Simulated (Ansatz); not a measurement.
# SnO2(100) (Pnnm bulk, slab 12 Å thick): simulated STM, part 2 of 2

Aim: relax SnO2(100) (Pnnm bulk, slab 12 Å thick), then simulate its STM images at several biases.

Ansatz 0.2.0; DFT PBEsol, scalar-relativistic, plane waves, PAW.

**3. Densities by energy window**

The windows are in eV from the zero of bias; a denser mesh resolves them.

Contents of input.yaml:

```yaml
crystal:
  lattice:
    - [3.240898, 0.0, 0.0]
    - [0.0, 4.866582, 0.0]
    - [0.0, 0.0, 31.569206217]
  atoms:
    - { symbol: O, position: [0.5, 0.178958, 0.3167643789] }
    - { symbol: Sn, position: [0.0, 0.0, 0.3483330867] }
    - { symbol: O, position: [0.5, 0.821042, 0.3799017945] }
    - { symbol: O, position: [0.0, 0.321042, 0.3925978309] }
    - { symbol: Sn, position: [0.5, 0.5, 0.424166548] }
    - { symbol: O, position: [0.0, 0.678958, 0.4557352559] }
    - { symbol: O, position: [0.5, 0.178958, 0.4684312922] }
    - { symbol: Sn, position: [0.0, -0.0013630814, 0.4990169751] }
    - { symbol: O, position: [0.5, 0.8132747051, 0.5288748489] }
    - { symbol: O, position: [0.0, 0.3110468625, 0.5434321168] }
    - { symbol: Sn, position: [0.5, 0.4991311195, 0.5729757526] }
    - { symbol: O, position: [0.0, 0.6932132616, 0.6019555779] }
    - { symbol: O, position: [0.5, 0.2129072125, 0.6203812193] }
    - { symbol: Sn, position: [0.0, -0.0144736917, 0.6479283645] }
    - { symbol: O, position: [0.5, 0.8674637267, 0.6811846248] }
basis:
  ecutwfc: 420.0
  fft_grid_basis: typed
kpoints:
  mp_grid: { grid: [18, 12, 1] }
hamiltonian:
  xc: pbesol
  pseudopotentials: { kind: paw }
scf:
  occupations: { method: gaussian, width: 0.05 }
output:
  forces: true
  eigenvalues: true
  band_densities:
    - { e_range: [-2.6, -1.8] }
    - { e_range: [-1.8, -1.2] }
    - { e_range: [-1.2, -0.85] }
    - { e_range: [-0.85, 0.0] }
    - { e_range: [0.0, 0.85] }
    - { e_range: [0.85, 1.2] }
    - { e_range: [1.2, 1.8] }
    - { e_range: [1.8, 2.4] }
  band_residual_tolerance: 1.0e-05
  write_potential: true
  elf: true
  write_density: true
  volumetric_format: npy
efield:
  axis: 3
  dipole_correction: true
  ramp_width: 0.04
checkpoint:
  read: start.run
  write: ck
  compress: false
  write_wavefunctions: false
  write_every: 100000
```

Command:

```sh
> ansatz run input.yaml --threads 2 --pin off --max-ram 4423MiB --backend cpu --events-out ev --progress --plain --runs-dir out
```

Log:

```text
Warning: RAYON_NUM_THREADS=2 ignored (pool sized by the plan → 2); use --threads N
Engine: ansatz 0.2.0, x86_64-unknown-linux-gnu
Pseudopotentials: kind: paw
Pseudopotential: O, paw, valence charge 6, recommended cutoff 420 eV (normal), O.paw.azcp
Pseudopotential: Sn, paw, valence charge 14, recommended cutoff 420 eV (normal), Sn.paw.azcp
Functional definition: PBEsol
  exchange = pbesol_x
  correlation = pbesol_c
Crystal: 15 atoms, lattice volume = 497.913 Å³
Basis set: ecut = 420 eV, 9747 PW (Γ), exchange–correlation on 48×72×432 points (8 copies of the dense FFT grid, shifted against one another)
Bands: 80, of which v1, the nominal top of the filled ones, is band 65 counted from 1 (64 counted from 0)
Symmetry: 2 space group operations
Space group: Pm (ITA 6), of the structure as read, at distance tolerance 7.9e-5 Å
k-points: 70 of 216 (time reversal used)
Non-local potential: O, projectors of the file, l = 0: 2, l = 1: 2, l = 2: 1
Non-local potential: Sn, projectors of the file, l = 0: 2, l = 1: 2, l = 2: 2, l = 3: 2
PAW form: soft (Blöchl's): semilocal exchange-correlation on the pseudo side does not see the compensation charge
PAW frozen core: O, regenerated for the run's functional, and the local potential with it (the file was generated under x = pbe(κ = 0.804, μ = 0.2195149727645171), c = pbe(β = 0.06672455060314922))
PAW frozen core: Sn, regenerated for the run's functional, and the local potential with it (the file was generated under x = pbe(κ = 0.804, μ = 0.2195149727645171), c = pbe(β = 0.06672455060314922))
PAW one-centre angular grid: O, 110 points (default); XC on 64 Gauss nodes
PAW one-centre angular grid: Sn, 590 points (default); XC on 64 Gauss nodes
Initial density: read from a saved state, or passed on in memory by an earlier SCF of this step, an earlier step, the calling program or the single point that the run made first
Stability of the state it starts from, as read at its close in the unpolarized treatment: not read negative (Ritz values of 1 − χ₀K, real part plus size of imaginary part, from 1.1 to 1.3, by its mixing steps under the symmetry group of the SCF that read it)
Initial wavefunctions: pseudopotential atomic-orbital guess
Functional: x = pbesol(κ = 0.804, μ = 0.12345679012345678), c = pbesol(β = 0.046)
iter 1 solved again at ethr=1.97e-7 eV; its pass at ethr=3.10e-3 eV (dr2=2.56e-4 eV) is discarded
SCF iter   1: F=—  HF=-35354.815022 eV  |F-HF|=—  |Δ(HF+E_count)|=         —  Δρ=6.72e-6  dr2=2.81e-7  ethr=1.97e-7  p=-0.020 e·Å  D=-7.44e-3 V/Å  ΔV_dip=0.23 eV  dr2_dipole=4.51e-10  V_vac-E_F(+/−)=7.36/7.13 eV  ⟨swp⟩=4.9  Hψ=45543  notcnv=0
efield: sawtooth ramp at fractional position 0.9800 (handed on by an earlier solve), width 0.0400; the density the first Hamiltonian is built on has a dipole p = -0.020 e·Å; the dipole correction subtracts the counter field D = -7.44e-3 V/Å, which shifts the + side's vacuum level by +0.23 eV against the − side's; the planar-averaged density in the ramp window peaks in size at 2.2e-6 e/Å³
preconditioner: auto → Resta (q_TF=auto, 2.181 Å⁻¹)  ε∞=2.1  [insulator: Δε(μ)=1.202 eV  Ē_g=18.335 eV  σ=0.050 eV  W_gap=1.00  n_scr=76 (ndim 8)  ℏωp=19.0 eV  f_vac=0.594  D(μ)=0.00/eV (n_scr^D=0)  ε∞_Penn≈2.1  vacuum switching on, ρ_ref=2.4e-2 e/Å³]
SCF iter   2: F=—  HF=-35354.815207 eV  |F-HF|=—  |Δ(HF+E_count)|=   1.84e-4  Δρ=4.96e-6  dr2=1.13e-7  ethr=2.16e-10  p=-0.020 e·Å  D=-7.43e-3 V/Å  ΔV_dip=0.23 eV  dr2_dipole=7.95e-11  V_vac-E_F(+/−)=7.36/7.13 eV  ⟨swp⟩=4.0  Hψ=15055  notcnv=0
SCF iter   3: F=-35354.815207 eV  HF=-35354.815207 eV  |F-HF|=5.19e-9  |Δ(HF+E_count)|=   1.29e-8  Δρ=2.26e-6  dr2=1.73e-8  ethr=7.69e-11  p=-0.020 e·Å  D=-7.43e-3 V/Å  ΔV_dip=0.23 eV  dr2_dipole=3.07e-12  V_vac-E_F(+/−)=7.36/7.13 eV  ⟨swp⟩=31.9  Hψ=57105  notcnv=0
SCF 1 converged in 3 iterations: F = -35354.815207 eV  dr2 = 1.73e-8
WARN: The output density's exchange-correlation potential varies sharply where the density is thin. Do not read a vacuum level from v_tot or v_xc, or from such a field of the output density. On a cell that repeats whose density bears no net charge and no dipole along the vacuum's axis use v_es (v_loc + v_h of the components); under efield.dipole_correction with no amplitude use v_es + v_field, which holds any external_charges[].barrier, or the levels of the report's work_function block, which leave it out; under a non-zero efield.amplitude the vacuum is tilted and has no level; on a cell that repeats and bears such a dipole with no correction it is tilted too, and efield.dipole_correction with no amplitude gives each side of its ramp a level where efield: is served; in a cell that repeats whose density bears a net charge (total_charge, or a fill off its count) it is curved and has none; of a slab under crystal.periodic whose density bears no net charge use v_es, which has a level on each side, short of where the two are joined; of another it falls or rises all the way out and has none; of a slab beside external_charges read slab_vacuum_level instead, which it has where they leave it neutral. The grid or the basis barely resolves most such structure, and the values can differ between equally converged runs; as a rule a tighter scf.convergence.dr2_threshold does not remove it. Where the density itself ripples (under the LDA too) a higher basis.ecutwfc lessens it. The files hold the spikes' plane waves up to the density's cutoff. Files: v_tot_of_output_density and the like, and their columns of v_z.tsv (output.write_potential); v_xc_of_output_density and the like, and their columns of v_comp_z.tsv (output.write_potential_components). Measured: with its Gaussian average of σ = 0.25 Å subtracted twice, the exchange-correlation potential is over 0.1 eV at 4265 of the grid points where the equally averaged density (valence and model cores) is under 1e-3 e/Å³, and 0.417 eV at the most among them, at an averaged density of 8.7e-4 e/Å³. The input density's (outcome.potential() and, of a run that writes arrays, v_tot and v_xc) is over 0.1 eV, so measured, at 1280 points of its own thin density, 0.402 eV at the most. See output.write_potential in the manual, Limitations
SCF converged after 3 iterations
Free energy (F): -35354.815207 eV
Harris-Foulkes:  -35354.815207 eV  (|F-HF|=5.19e-9)
Internal energy: -35354.815207 eV  (E = F + TS)
E sigma→0 (E₀):  -35354.815207 eV
Fermi energy:    -0.988113 eV
Dipole field:    D = -0.007433 V/Å  (p = -0.020452 e·Å, saw-weighted, corrected)
Work function:   Φ+ = 7.3635 eV   Φ− = 7.1289 eV
Levels:          The Fermi level and band energies are counted from a zero that moves with the ramp; work functions are not
--- Per-component energies (eV) ---
  E_band       = -1703.708587
  E_kinetic    = 2682.632727
  E_local      = -206171.300944  (includes V_loc(G=0)·N_el)
  E_nonlocal   = 344.924295
  E_hartree    = 102523.579155
  E_xc         = -2605.669384
  E_vxc        = -1398.781717  (∫ρ·V_xc dr)
  E_paw        = -21899.170862  (= ΣΔE_a)
  E_vpaw       = -2208.358607  (= ΣTr[D̂ρ^β])
  E_aug_tail   = 0.024349  (compensation charges beyond the density's cutoff)
  E_efield     = 0.000076  (sawtooth field / dipole correction)
  E_vefield    = -0.039868  (∫n·V_field dr)
  E_ewald      = 89768.388303
  E_core_change = 1.777078  (= ΣΔE_core)
  E_smearing   = -0.000000  (= −TS)
  E_closure    = -0.000000  (closes the sum)
  Σ components = -35354.815207   (vs F -35354.815207, Δ=0.00e0)
--- Forces (eV/Å), atoms counted from 1 ---
  atom   1  O      0.00000000    -1.51278325     0.65475045
  atom   2  Sn     0.00000000     2.39956508    -0.35643417
  atom   3  O      0.00000000    -0.75185033    -0.03811828
  atom   4  O      0.00000000     0.07635235     0.21941146
  atom   5  Sn     0.00000000    -0.31332997     0.06110223
  atom   6  O      0.00000000    -0.09706837    -0.37692813
  atom   7  O      0.00000000     0.19931937    -0.16035681
  atom   8  Sn     0.00000000    -0.00072344    -0.00016526
  atom   9  O      0.00000000    -0.00063471     0.00216290
  atom  10  O      0.00000000     0.00128101     0.00176866
  atom  11  Sn     0.00000000    -0.00488039    -0.01516546
  atom  12  O      0.00000000     0.00836703     0.00514631
  atom  13  O      0.00000000    -0.00400789     0.00300857
  atom  14  Sn     0.00000000    -0.00046333    -0.00471613
  atom  15  O      0.00000000     0.00086961     0.00458390
  max |Σ_I F_I| component: 5.02e-5 eV/Å
--- Band table (eV; the first three rows and the last of 70) ---
  k-point 0: bands = ["-22.5096", "-22.3710", "-22.1799", "-21.9864", "-21.8505", "-21.6582", "-21.6465", "-21.6371", "-21.6139", "-21.6111", "-21.5963", "-21.5962", "-21.5658", "-21.5572", "-21.5386", "-21.5168", "-21.4715", "-21.4539", "-21.4455", "-21.4167", "-21.4116", "-21.3774", "-21.3741", "-21.3246", "-21.3100", "-20.1492", "-19.7978", "-19.2957", "-18.7329", "-18.3138", "-17.8559", "-17.3904", "-17.3027", "-17.1902", "-16.9183", "-9.3941", "-8.6932", "-7.6469", "-6.4827", "-5.3521", "-5.3081", "-5.0008", "-4.9454", "-4.7055", "-4.4243", "-4.3355", "-4.2525", "-3.8731", "-3.7781", "-3.5963", "-3.5849", "-3.4411", "-2.8758", "-2.8242", "-2.7977", "-2.7958", "-2.4118", "-2.3701", "-2.3091", "-2.2832", "-2.2274", "-2.1689", "-2.0891", "-1.7734", "-1.6508", "-0.3878", "0.2589", "1.2298", "2.4952", "3.5932", "4.2845", "4.4872", "4.6202", "4.6574", "5.0066", "5.9225", "6.1197", "6.2294", "6.5286", "6.8175"]
  k-point 1: bands = ["-22.5015", "-22.3681", "-22.1842", "-21.9966", "-21.8616", "-21.6579", "-21.6466", "-21.6371", "-21.6136", "-21.6112", "-21.5972", "-21.5963", "-21.5670", "-21.5573", "-21.5386", "-21.5164", "-21.4745", "-21.4538", "-21.4452", "-21.4168", "-21.4108", "-21.3773", "-21.3746", "-21.3246", "-21.3100", "-20.1264", "-19.7699", "-19.2630", "-18.6972", "-18.3598", "-17.9005", "-17.4267", "-17.2964", "-17.1843", "-16.9361", "-9.3458", "-8.6435", "-7.6038", "-6.4570", "-5.4540", "-5.3292", "-5.0536", "-4.9300", "-4.7188", "-4.4217", "-4.3350", "-4.2223", "-3.8879", "-3.7592", "-3.6345", "-3.6105", "-3.4144", "-2.8901", "-2.8746", "-2.8271", "-2.8003", "-2.4800", "-2.3604", "-2.3084", "-2.2788", "-2.2257", "-2.1625", "-2.0819", "-1.7775", "-1.6725", "-0.2725", "0.3234", "1.2723", "2.5072", "3.5750", "4.3220", "4.5170", "4.6523", "4.6981", "5.0195", "5.8921", "6.1488", "6.2382", "6.5494", "6.8239"]
  k-point 2: bands = ["-22.4776", "-22.3594", "-22.1958", "-22.0257", "-21.8947", "-21.6571", "-21.6469", "-21.6371", "-21.6130", "-21.6113", "-21.5997", "-21.5965", "-21.5691", "-21.5575", "-21.5385", "-21.5154", "-21.4810", "-21.4537", "-21.4443", "-21.4170", "-21.4088", "-21.3772", "-21.3762", "-21.3243", "-21.3101", "-20.0583", "-19.6879", "-19.1685", "-18.5970", "-18.4857", "-18.0232", "-17.5264", "-17.2906", "-17.1712", "-16.9877", "-9.2017", "-8.4985", "-7.4818", "-6.3991", "-5.8049", "-5.2615", "-5.1866", "-4.8852", "-4.7667", "-4.4154", "-4.3296", "-4.1768", "-3.9337", "-3.7525", "-3.7368", "-3.6476", "-3.3530", "-3.1386", "-2.8787", "-2.8286", "-2.8083", "-2.5496", "-2.3742", "-2.3060", "-2.3021", "-2.2209", "-2.1429", "-2.0847", "-1.7928", "-1.7199", "0.0143", "0.5010", "1.3946", "2.5385", "3.5146", "4.4255", "4.6015", "4.7344", "4.8061", "5.0612", "5.8017", "6.2131", "6.2840", "6.6217", "6.8916"]
  k-point 69: bands = ["-22.4421", "-22.4263", "-22.3558", "-22.3032", "-22.1089", "-21.8738", "-21.8015", "-21.7538", "-21.6671", "-21.6253", "-21.6180", "-21.6042", "-21.5466", "-21.4967", "-21.4779", "-21.4385", "-21.4354", "-21.4285", "-21.4186", "-21.4115", "-21.4018", "-21.3755", "-21.3682", "-21.3392", "-21.1944", "-18.7721", "-18.7598", "-18.5364", "-18.4162", "-18.1437", "-17.1645", "-17.0389", "-17.0197", "-16.3141", "-16.2753", "-9.2777", "-9.2330", "-8.7352", "-8.6563", "-8.2923", "-6.6139", "-6.5094", "-6.4181", "-5.9113", "-5.7535", "-5.5076", "-5.3790", "-5.1984", "-4.7623", "-4.0318", "-3.7311", "-3.2003", "-3.0590", "-2.8380", "-2.6935", "-2.6924", "-2.5786", "-2.5467", "-2.5201", "-2.5070", "-2.4650", "-2.0054", "-1.9011", "-1.6912", "-1.6636", "1.8003", "2.8746", "3.1189", "3.4622", "3.9021", "4.8296", "5.2936", "6.1605", "6.6324", "6.7569", "8.2085", "8.3845", "8.4597", "8.5497", "8.8568"]
--- Band densities, each state counted as filled ---
  window                                       electrons  max residual (eV)  cut levels
  e_range: [-2.6, -1.8]                         9.185185             3.5e-9           0
  e_range: [-1.8, -1.2]                        10.129630             3.5e-9           0
  e_range: [-1.2, -0.85]                        4.157407             3.5e-9           0
  e_range: [-0.85, 0]                           3.907407             3.5e-9           0
  e_range: [0, 0.85]                            0.046296             2.9e-6           0
  e_range: [0.85, 1.2]                          0.111111             2.8e-6           0
  e_range: [1.2, 1.8]                           0.490741             3.3e-6           0
  e_range: [1.8, 2.4]                           0.935185             3.4e-6           0
```

It took 3.2 min on 2 threads of Intel Xeon Platinum 8259CL at 2.50GHz (Skylake/Cascade Lake), shared host; peak memory 2 GiB.

This gives gap on the mesh 1.20 eV; dipole along +c -0.020 e·Å per cell.

band_densities.tsv:

```
# window	n_electrons	max_residual_ev	n_cut_levels
# fermi_ev = -0.988113
# range_zeros_ev = -0.988113
# range_zeros_ev: from where a range's energies are measured, in spin up and in spin down where the run solves two channels
e_range_-2.6_-1.8	9.185185	3.518e-9	0
e_range_-1.8_-1.2	10.129630	3.522e-9	0
e_range_-1.2_-0.85	4.157407	3.532e-9	0
e_range_-0.85_0	3.907407	3.486e-9	0
e_range_0_0.85	0.046296	2.851e-6	0
e_range_0.85_1.2	0.111111	2.818e-6	0
e_range_1.2_1.8	0.490741	3.270e-6	0
e_range_1.8_2.4	0.935185	3.411e-6	0
```

**4. Simulated images**

Tersoff–Hamann simulation (s-wave tip); biases are sample biases. Zero bias lies in the gap, 0.60 eV above the top filled level.

Images at several biases, each described by its contrast.

| bias | height (Å) | bright/dark | brightest over |
| --- | --- | --- | --- |
| −1.80 V | 3.5 | 8.7 | top O atoms |
| −1.20 V | 3.5 | 9.8 | top O atoms |
| −0.85 V | 3.5 | 15 | bridge points between O atoms |
| +1.20 V | 3.5 | 2.4 | top O atoms |
| +1.80 V | 3.5 | 2 | top O atoms |
| +2.40 V | 3.5 | 2.3 | top O atoms |

The slab has a gap of 1.20 eV on its k-mesh, so no current flows between −0.60 V and +0.60 V.

Constant-current image at a set point of 3.3 × 10⁻⁸ e/Å³, bias −0.85 V (filled states), over one surface cell. Columns run along a, rows up along b; exposed atoms at O (0.50, 0.87), Sn (0.00, 0.99), O (0.50, 0.21), O (0.00, 0.69).

Values in pm, 18 rows by 16 columns:
```
50.20 50.84 52.55 54.91 57.42 59.68 61.45 62.56 62.93 62.56 61.45 59.68 57.42 54.91 52.55 50.84
46.94 47.61 49.42 51.90 54.52 56.89 58.73 59.88 60.27 59.88 58.73 56.89 54.52 51.90 49.42 47.61
36.87 37.65 39.77 42.63 45.63 48.30 50.35 51.63 52.07 51.63 50.35 48.30 45.63 42.63 39.77 37.65
30.10 30.99 33.35 36.50 39.78 42.67 44.89 46.26 46.73 46.26 44.89 42.67 39.78 36.50 33.35 30.99
22.40 23.43 26.14 29.69 33.29 36.45 38.86 40.34 40.84 40.34 38.86 36.45 33.29 29.69 26.14 23.43
 6.98  8.33 11.83 16.26 20.64 24.36 27.13 28.82 29.39 28.82 27.13 24.36 20.64 16.26 11.83  8.33
 1.76  3.23  6.93 11.54 16.07 19.94 22.80 24.55 25.13 24.55 22.80 19.94 16.07 11.54  6.93  3.23
 0.00  1.39  4.95  9.45 13.83 17.60 20.42 22.15 22.73 22.15 20.42 17.60 13.83  9.45  4.95  1.39
 6.35  7.34  9.97 13.45 17.01 20.13 22.53 24.00 24.51 24.00 22.53 20.13 17.01 13.45  9.97  7.34
12.42 13.25 15.44 18.40 21.52 24.32 26.47 27.82 28.27 27.82 26.47 24.32 21.52 18.40 15.44 13.25
25.85 26.49 28.21 30.58 33.13 35.45 37.27 38.42 38.82 38.42 37.27 35.45 33.13 30.58 28.21 26.49
32.22 32.80 34.40 36.63 39.04 41.25 42.98 44.08 44.46 44.08 42.98 41.25 39.04 36.63 34.40 32.80
37.91 38.48 40.03 42.18 44.50 46.64 48.32 49.38 49.74 49.38 48.32 46.64 44.50 42.18 40.03 38.48
46.89 47.44 48.95 51.04 53.28 55.37 57.01 58.04 58.39 58.04 57.01 55.37 53.28 51.04 48.95 47.44
49.99 50.55 52.06 54.15 56.42 58.50 60.13 61.16 61.51 61.16 60.13 58.50 56.42 54.15 52.06 50.55
52.12 52.68 54.21 56.33 58.62 60.70 62.33 63.36 63.72 63.36 62.33 60.70 58.62 56.33 54.21 52.68
53.31 53.90 55.50 57.71 60.06 62.20 63.87 64.93 65.29 64.93 63.87 62.20 60.06 57.71 55.50 53.90
52.31 52.92 54.57 56.84 59.26 61.45 63.16 64.24 64.60 64.24 63.16 61.45 59.26 56.84 54.57 52.92
```

The brightest spots lie over bridge points between O atoms; the darkest points are over the O atoms about 2.5 Å below the slab's top atoms. The corrugation is 65 pm at a mean tip height of 4.5 Å.

Constant-current image at a set point of 2.5 × 10⁻⁷ e/Å³, bias +1.20 V (empty states), over one surface cell. Columns run along a, rows up along b; exposed atoms at O (0.50, 0.87), Sn (0.00, 0.99), O (0.50, 0.21), O (0.00, 0.69).

Ten even steps from ' ' (0.00 pm) to '@' (34.31 pm):
```
%%%%%%%%%%%%@@@@@@@@@@%%%%%%%%%%
%%%%%%@@@@@@@@@@@@@@@@@@@@@@%%%%
%%%%%%@@@@@@@@@@@@@@@@@@@@@@%%%%
%%%%%%%%@@@@@@@@@@@@@@@@@@%%%%%%
%%%%%%%%%%%%@@@@@@@@@@%%%%%%%%%%
********##################******
++++++++******************++++++
==========++++++++++++++========
....::::::::::::::::::::::::::..
    ..........................  
                                
                                
                                
::::::::::::::::::::::::::::::::
------------==========----------
========++++++++++++++++++======
******######################****
########%%%%%%%%%%%%%%%%%%######
```

The brightest spots lie over the top O atoms; the darkest points are over hollow sites. The corrugation is 34 pm at a mean tip height of 3.5 Å.

**5. Decay, spin and depth**

Decay of the current with height.

Near 4 Å the plane average falls as exp(−3.21 z/Å), a factor of 25 per ångström, which gives an apparent barrier of 9.8 eV (0.952 eV Å² times the slope squared). The vacuum level lies 7.36 eV above zero bias.

Shares of each window's states by atomic plane (%), top plane first:

| window (eV) | states | 1 O | 2 Sn | 3 O2 | 4 Sn | 5 O2 | 6 Sn | 7 O2 | 8 Sn |
| --- | --- | --- | --- | --- | --- | --- | --- | --- | --- |
| -2.6 to -1.8 | 9.19 | 4 | 4 | 13 | 6 | 19 | 6 | 19 | 5 |
| -1.8 to -1.2 | 10.13 | 6 | 5 | 15 | 5 | 17 | 6 | 17 | 5 |
| -1.2 to -0.85 | 4.16 | 27 | 9 | 12 | 3 | 6 | 2 | 8 | 2 |
| -0.85 to +0 | 3.91 | 29 | 6 | 7 | 2 | 3 | 1 | 2 | 2 |
| +0 to +0.85 | 0.05 | 9 | 4 | 5 | 4 | 7 | 6 | 9 | 7 |
| +0.85 to +1.2 | 0.11 | 6 | 3 | 4 | 3 | 7 | 5 | 10 | 7 |
| +1.2 to +1.8 | 0.49 | 12 | 6 | 7 | 3 | 5 | 3 | 6 | 4 |
| +1.8 to +2.4 | 0.94 | 15 | 9 | 8 | 3 | 4 | 2 | 4 | 3 |

**6. Results**

The summary covers parts 1 to 2.

```
                             quantity    value
vacuum level over zero bias, top face  7.36 eV
          gap of the slab on its mesh  1.20 eV
 corrugation at −0.85 V, tip 4.5 Å up    65 pm
 corrugation at +1.20 V, tip 3.5 Å up    34 pm
```

What this shows: At −0.85 V the brightest spots lie over bridge points between O atoms; the darkest points are over the O atoms about 2.5 Å below the slab's top atoms. At +1.20 V the brightest spots lie over the top O atoms; the darkest points are over hollow sites. The model has an s-wave tip and no tip-sample forces.

These are semilocal Kohn-Sham gaps, which aren't the measured quantity. Such gaps usually fall short of the measured ones.
